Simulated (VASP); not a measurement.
Crystal: SnO.

```xyz
2
Lattice="3.1208 0.0000 0.0000 0.0000 3.1208 0.0000 0.0000 0.0000 3.1208" Properties=species:S:1:pos:R:3 pbc="T T T"
Sn    0.0000    0.0000    0.0000
O     1.5604    1.5604    1.5604
```

The cell was built by a generator and needn't be a form met in nature.

The cell isn't the ideal one: hydrostatic strain +0.6%.

Base run:

* Program: VASP 6.6.1
* Functional: r2SCAN
* Potentials or basis: VASP PAW PBE potentials, release 64 (Sn_d, O)
* Cutoff: 520 eV
* k mesh: 8 × 8 × 8
* Occupations: fermi-dirac, width 0.02 eV
* Spin: no spin polarisation

Its results: band gap on the k mesh 0.07 eV, indirect (least direct gap 0.20 eV); pressure -1.6 GPa.

**Question.** The run is repeated on the same cell with these changes: functional from r2SCAN to PBE. What comes out?

**Answer.** Band gap on the k mesh none (metal or under the smearing width); pressure 1.1 GPa.

Caveats: the PAW data sets were made with another functional, which shifts forces and pressure a little (some runs); spin-orbit coupling is left out, which moves the levels of the heavy elements (some runs).

A k mesh can miss the band edges.
